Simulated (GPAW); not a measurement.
The system is TiSe.

```
Ti Se
1.0
     3.20359    0.00000    0.00000
     0.00000    3.20359    0.00000
     0.00000    0.00000    3.20359
Ti Se
1 1
Direct
  0.00000 0.00000 0.00000
  0.50000 0.50000 0.50000
```

The cell was built by a generator and needn't be a form met in nature.

* Program: GPAW 26.7.0
* Task: relaxation of cell and atoms
* Functional: LDA
* Potentials or basis: the program's PAW data sets (release 1.2.1) made for this functional
* Cutoff: 600 eV
* Basis: pw
* k mesh: 7 × 7 × 7
* Occupations: fermi-dirac, width 0.05 eV
* Spin: no spin polarisation

At the start: pressure -8.8 GPa; volume 16.44 Å³/atom.

**Question.** How do energy, volume and symmetry change on relaxing?

**Answer.** Over 4 steps the energy falls by 29.9 meV/atom and the volume is 15.31 Å³/atom (-6.9 %); space group Pm-3m (No. 221, to 0.05 Å).

Step by step:
```
step  energy change (eV)  largest force (eV/Å)  pressure (GPa)  volume (Å³)
   1              0.0000                0.0000           -8.79        32.88
   2             -0.0286                0.0000           -6.71        32.25
   3             -0.0590                0.0000            0.72        30.45
   4             -0.0598                0.0000           -0.05        30.61
```

Final structure:
```
Ti Se
1.0
     3.12817    0.00000    0.00000
     0.00000    3.12817    0.00000
     0.00000    0.00000    3.12817
Ti Se
1 1
Direct
  0.00000 0.00000 0.00000
  0.50000 0.50000 0.50000
```

Caveat: later steps reuse the first step's grids.
